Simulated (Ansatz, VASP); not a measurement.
## Two plane-wave programs on SiO2

```
Si O
1.0
    -1.67156    3.23944    1.67156
     1.67156   -3.23944    1.67156
     1.67156    3.23944   -1.67156
Si O
1 2
Direct
  0.00000 0.50000 0.50000
  0.50000 0.00000 0.50000
  0.00000 0.00000 0.00000
```

Alike in both runs: functional PBE; k mesh 8 × 8 × 8; occupations gaussian, width 0.1 eV; no spin polarisation.

Ansatz relaxed the structure, and its values are those at the end. VASP's run is a single point on that final structure, the one shown.

|  | VASP | Ansatz |
| --- | --- | --- |
| version | VASP 6.6.1 | Ansatz 0.2.0 |
| potentials or method | VASP PAW PBE potentials, release 64 (Si, O) | scalar-relativistic, plane waves, PAW |
| plane-wave cutoff (eV) | 520 | 420 |
| valence electrons in the cell | 16 | 16 |

```csv
,VASP,Ansatz,Ansatz less VASP
gap on the k mesh at the Fermi level (eV),none,none,-
pressure (GPa),0.2,0.1,-0.19
```

A gap of «none» marks a metal or a gap that the smearing closes.
